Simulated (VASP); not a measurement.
A run of VASP 6.6.1:

The input INCAR:

```
PREC = Accurate
ENCUT = 600
EDIFF = 1E-7
ISMEAR = 0
SIGMA = 0.02
LREAL = F
LASPH = T
NELM = 100
ALGO = Normal
ISIF = 3
LWAVE = F
LCHARG = F
GGA = PE
IBRION = 2
NSW = 90
EDIFFG = -0.005
```

File KPOINTS:

```
regular mesh
0
Gamma
  8 8 8
```

Contents of POSCAR:

```
AlAs
1.0
    0.0000000000      2.8379008000      2.8379008000
    2.8379008000      0.0000000000      2.8379008000
    2.8379008000      2.8379008000      0.0000000000
Al As
1 1
Direct
    0.0000000000      0.0000000000      0.0000000000
    0.2500000000      0.2500000000      0.2500000000
```

Potentials or basis: VASP PAW PBE potentials, release 64 (Al, As).

Command:

```sh
$ cat potpaw_PBE.64/Al/POTCAR potpaw_PBE.64/As/POTCAR > POTCAR
$ mpirun -np 1 vasp_std > vasp.out
```

Hardware: 1 thread of Intel(R) Xeon(R) Platinum 8559C (Emerald Rapids), on a shared host.

Problem. Estimate the wall time of this run.

Solution. Wall time 19 s on 1 thread of Intel(R) Xeon(R) Platinum 8559C (Emerald Rapids) (shared host), peak memory 0.19 GiB. Counts: scf iterations 27, k points 29, ion steps 3.
